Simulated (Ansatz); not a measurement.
BN in the rocksalt structure, relaxed with r2SCAN, was run in Ansatz 0.2.0 under altered settings. All numbers are computed, without spin polarisation but where a row says otherwise.

```
B N
1.0
     0.00000    1.74583    1.74583
     1.74583    0.00000    1.74583
     1.74583    1.74583    0.00000
B N
1 1
Cartesian
  0.0000 0.0000 0.0000
  1.7458 1.7458 1.7458
```

The base run's other keys:
```yaml
kpoints:
  mp_grid: { grid: [6, 6, 6] }
hamiltonian:
  xc: hse06
scf:
  occupations: { method: fixed }
  n_extra_bands: 4
```

It takes 11 iterations with 181 plane waves at 420 eV and 16 k points, and leaves a mean stress of -8.44 GPa. The gap over this mesh is 2.180 eV.

Outcomes, with energy and stress as changes against the base:
```tsv
setting	outcome	ΔF (meV/atom)	Δ mean stress (GPa)	gap on the mesh (eV)	iterations
hamiltonian.xc: pbe0	converged	–	0.0	2.925	11
scf.exx.max_outer_iter: 1	refused	–	–	–	–
PBE hybrid, exx coeff 1.0, omega 0.2078 1/Å	converged	–	-32.0	5.724	17
scf.exx.singularity: wigner_seitz	converged	0.0	0.0	2.180	11
scf.occupations: gaussian 0.05	converged	0.0	0.0	2.180	11
accuracy: high	converged	0.0	0.0	2.180	11
```
A dash marks a value that wasn't obtained or can't be compared. Stress is positive in compression.

- hamiltonian.xc: pbe0. The mean stress moves by 0.0 GPa and the gap on the mesh by +0.745 eV (to 2.925). It's another functional on the same cell, so totals aren't comparable.
- scf.exx.max_outer_iter: 1. The input is refused before any iteration. Error: invalid value for `scf.exx.max_outer_iter`: an exchange loop that starts behind the semilocal warm-up accepts no state before cycle 2, and this deck runs one: type 2 or more, or drop the key
- PBE hybrid, exx coeff 1.0, omega 0.2078 1/Å. That is 100 % exact exchange, screened with ω = 0.2078 1/Å, against HSE06's 25 % screened at 0.208 1/Å. The mean stress moves by -32.0 GPa and the gap on the mesh by +3.544 eV (to 5.724). Totals of different functionals aren't comparable.

Within 1 meV an atom, 0.1 GPa and 0.005 eV of the base stay: scf.exx.singularity: wigner_seitz; scf.occupations: gaussian 0.05; accuracy: high.

The program warns that its thresholds are loose for a hybrid's stress.

The meshes of the hybrids are coarse, so their gaps aren't converged to the digits shown.
